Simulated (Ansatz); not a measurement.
# Ge: the cost of one run

Computed with Ansatz 0.2.0 (DFT PBE, scalar-relativistic, plane waves, PAW, and further levels as typed in the inputs, unless a step's input says otherwise).

### Step 1. The structure to begin with

The structure is orthorhombic, space group Pmna (No. 53). Conventional cell: a = 4.001 Å, b = 36.004 Å, c = 5.658 Å, α = 90.00°, β = 90.00°, γ = 90.00°. Ge (site symmetry m) has 3 Ge at 2.45 Å as nearest neighbours. Ge (site symmetry m) has 4 Ge at 2.45 Å as nearest neighbours.

As a file:

```
CELL_PARAMETERS angstrom
4.00081 0.00000 0.00000
0.00000 5.65800 0.00000
0.00000 0.00000 36.00446
ATOMIC_POSITIONS crystal
Ge 0.00000 0.00000 0.19442
Ge 0.50000 0.25000 0.19442
Ge 0.50000 0.50000 0.24998
Ge 0.00000 0.75000 0.24998
Ge 0.00000 0.00000 0.30554
Ge 0.50000 0.25000 0.30554
Ge 0.50000 0.50000 0.36110
Ge 0.00000 0.75000 0.36110
Ge 0.00000 0.00000 0.41666
Ge 0.50000 0.25000 0.41666
Ge 0.50000 0.50000 0.47222
Ge 0.00000 0.75000 0.47222
Ge 0.00000 0.00000 0.52778
Ge 0.50000 0.25000 0.52778
Ge 0.50000 0.50000 0.58334
Ge 0.00000 0.75000 0.58334
Ge 0.00000 0.00000 0.63890
Ge 0.50000 0.25000 0.63890
Ge 0.50000 0.50000 0.69446
Ge 0.00000 0.75000 0.69446
Ge 0.00000 0.00000 0.75002
Ge 0.50000 0.25000 0.75002
Ge 0.50000 0.50000 0.80558
Ge 0.00000 0.75000 0.80558
```

### Step 2. Single point: Ge24 slab, no spin

The cell repeats along c, and a dipole correction in the vacuum removes the field between the copies.

input.yaml

```yaml
crystal:
  lattice:
    - [4.000810168, 0.0, 0.0]
    - [0.0, 5.658, 0.0]
    - [0.0, 0.0, 36.0044559237]
  atoms:
    - { symbol: Ge, position: [0.0, 0.0, 0.1944203799] }
    - { symbol: Ge, position: [0.5, 0.25, 0.1944203799] }
    - { symbol: Ge, position: [0.5, 0.5, 0.2499803109] }
    - { symbol: Ge, position: [0.0, 0.75, 0.2499803109] }
    - { symbol: Ge, position: [0.0, 0.0, 0.3055402418] }
    - { symbol: Ge, position: [0.5, 0.25, 0.3055402418] }
    - { symbol: Ge, position: [0.5, 0.5, 0.3611001727] }
    - { symbol: Ge, position: [0.0, 0.75, 0.3611001727] }
    - { symbol: Ge, position: [0.0, 0.0, 0.4166601036] }
    - { symbol: Ge, position: [0.5, 0.25, 0.4166601036] }
    - { symbol: Ge, position: [0.5, 0.5, 0.4722200345] }
    - { symbol: Ge, position: [0.0, 0.75, 0.4722200345] }
    - { symbol: Ge, position: [0.0, 0.0, 0.5277799655] }
    - { symbol: Ge, position: [0.5, 0.25, 0.5277799655] }
    - { symbol: Ge, position: [0.5, 0.5, 0.5833398964] }
    - { symbol: Ge, position: [0.0, 0.75, 0.5833398964] }
    - { symbol: Ge, position: [0.0, 0.0, 0.6388998273] }
    - { symbol: Ge, position: [0.5, 0.25, 0.6388998273] }
    - { symbol: Ge, position: [0.5, 0.5, 0.6944597582] }
    - { symbol: Ge, position: [0.0, 0.75, 0.6944597582] }
    - { symbol: Ge, position: [0.0, 0.0, 0.7500196891] }
    - { symbol: Ge, position: [0.5, 0.25, 0.7500196891] }
    - { symbol: Ge, position: [0.5, 0.5, 0.8055796201] }
    - { symbol: Ge, position: [0.0, 0.75, 0.8055796201] }
scf:
  occupations: { method: gaussian, width: 0.05 }
output:
  write_density: true
  write_potential: true
  elf: true
  volumetric_format: npy
kpoints:
  mp_grid: { grid: [8, 6, 1] }
hamiltonian:
  xc: pbe
efield:
  axis: 3
  dipole_correction: true
```

Run with:

```
$ ansatz run input.yaml --threads 4 --pin off --max-ram 11264MiB --backend cpu --events-out ev --progress --plain --runs-dir out
```

**Question.** How long does this run take on 4 threads of Intel Xeon Platinum 8259CL at 2.50GHz (Skylake/Cascade Lake), shared host, and how much memory does it need?

About 2.4 min, with a peak of 5.1 GiB.
